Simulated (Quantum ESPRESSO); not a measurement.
Runs of Quantum ESPRESSO 7.5 on KBr. Symmetry: Fm-3m, No. 225, cubic system. The conventional cell has a = 6.600 Å, b = 6.600 Å, c = 6.600 Å, α = 90.00°, β = 90.00°, γ = 90.00°. Br (site symmetry m-3m) has 6 K at 3.30 Å as nearest neighbours. K (site symmetry m-3m) is surrounded by 6 Br at 3.30 Å. 

```tsv
task	level	potentials or basis	spin	cell	k mesh	cutoff (eV)	smearing	ASE optimiser	other keys	gap on the mesh (eV)	pressure (GPa)
single point	PBE	PseudoDojo 0.4 FR PBE stringent	SOC, no magnetisation	as given	7 × 7 × 7	1034	methfessel-paxton 0.05 eV	-	-	4.28	0.7
single point	PBE	SSSP 1.3 efficiency PBE	off	as given	7 × 7 × 7	816	fermi-dirac 0.05 eV	-	-	4.44	0.7
relaxation of cell and atoms	PBE+D3(BJ)	PseudoDojo 0.4 FR PBE standard	SOC, no magnetisation	relaxed	4 × 4 × 4	1007	fermi-dirac 0.05 eV	FIRE	-	(a)	-0.1
single point	PBE	SSSP 1.3 efficiency PBE	off	atoms moved at random, drawn with an rms of 0.05 Å	7 × 7 × 7	816	fermi-dirac 0.05 eV	-	-	4.44	0.7
single point	BLYP	JTH 2.0 PBE	off	cell strained at random at fixed volume	7 × 7 × 7	490	cold 0.2 eV	-	smearing = cold; width = 0.2; nosym = yes	4.34	1.7
```

Q: Fill in the values left out.

A: (a) 4.29.

Caveats: an odd mesh through Γ misses points on the zone boundary, where band edges often lie (some runs); this smearing can shift energies of a crystal with a gap (some runs); the potentials were made for another functional, which shifts forces and pressure (some runs); the cutoff is low for these files, which shifts pressure and relaxed volume (some runs).

A k mesh can miss the band edges, and rows without SOC leave out spin-orbit coupling on Br.

The runs don't all hold the same shells in valence.
